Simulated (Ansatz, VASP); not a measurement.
# BP in VASP and in Ansatz

```
CELL_PARAMETERS angstrom
0.00000 2.26006 2.26006
2.26006 0.00000 2.26006
2.26006 2.26006 0.00000
ATOMIC_POSITIONS crystal
B 0.00000 0.00000 0.00000
P 0.25000 0.25000 0.25000
```

Alike in both runs: functional PBEsol; k mesh 10 × 10 × 10; occupations fermi-dirac, width 0.02 eV; no spin polarisation.

Ansatz relaxed the structure, and its values are those at the end. VASP's run is a single point on that final structure, the one shown.

```csv
,VASP,Ansatz
version,VASP 6.6.1,Ansatz 0.2.0
potentials or method,"VASP PAW PBE potentials, release 64 (B, P)",PAW plane waves
plane-wave cutoff (eV),520,420
valence electrons in the cell,8,8
```

```csv
,VASP,Ansatz,Ansatz less VASP
gap on the k mesh at the Fermi level (eV),1.12,1.12,+0.003
pressure (GPa),0.1,0.0,-0.10
```

The functional is the same, so the differences come from potentials, cutoffs and numerics. Ansatz warned: «pseudo_functional_mismatch».

Caveats: the PAW data sets were made with another functional, which shifts forces and pressure a little (VASP). A hybrid or GW would open this gap; PBEsol tends to underestimate it. A k mesh can miss the band edges.
